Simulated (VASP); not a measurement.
# Si under changes of volume

One of the cells (14.961 Å³/atom); the others are scaled copies at fixed shape and fractional positions:

```
CELL_PARAMETERS angstrom
2.63790 0.00000 0.00000
-1.31895 2.28449 0.00000
0.00000 0.00000 2.48269
ATOMIC_POSITIONS crystal
Si 0.00000 0.00000 0.00000
```

This isn't the form of Si at room conditions, which is diamond.

- Program: VASP 6.6.1
- Functional: PBEsol
- Potentials or basis: VASP PAW PBE potentials, release 64 (Si)
- Cutoff: 520 eV
- k mesh: 12 × 12 × 11
- Occupations: fermi-dirac, width 0.05 eV
- Spin: no spin polarisation

| volume (Å³/atom) | energy over the lowest point (meV/atom) | pressure (GPa) |
| --- | --- | --- |
| 13.788 | 25.18 | 9.2 |
| 14.081 | 11.21 | 6.1 |
| 14.375 | 2.72 | 3.2 |
| 14.961 | 0.00 | -1.6 |
| 15.255 | 4.80 | -3.6 |
| 15.548 | ? | ? |

Problem. What does the run at 15.548 Å³/atom give?

Solution. Energy over the lowest point 13.10 meV/atom; pressure -5.4 GPa.

Worked out: A Birch-Murnaghan fit of order 3 (a polynomial in V^(-2/3)) to the other rows has its minimum at 14.75 Å³/atom with B0 = V·E''(V) = 117 GPa and B' = 4.6 at fixed shape and positions, which overstates the stiffness. It gives 13.11 meV/atom at 15.548 Å³/atom, against the run's 13.10, and -dE/dV = -5.4 GPa, against -5.4.

Energies are extrapolated to zero smearing.

Caveats: the PAW data sets were made with another functional, which shifts forces and pressure a little.
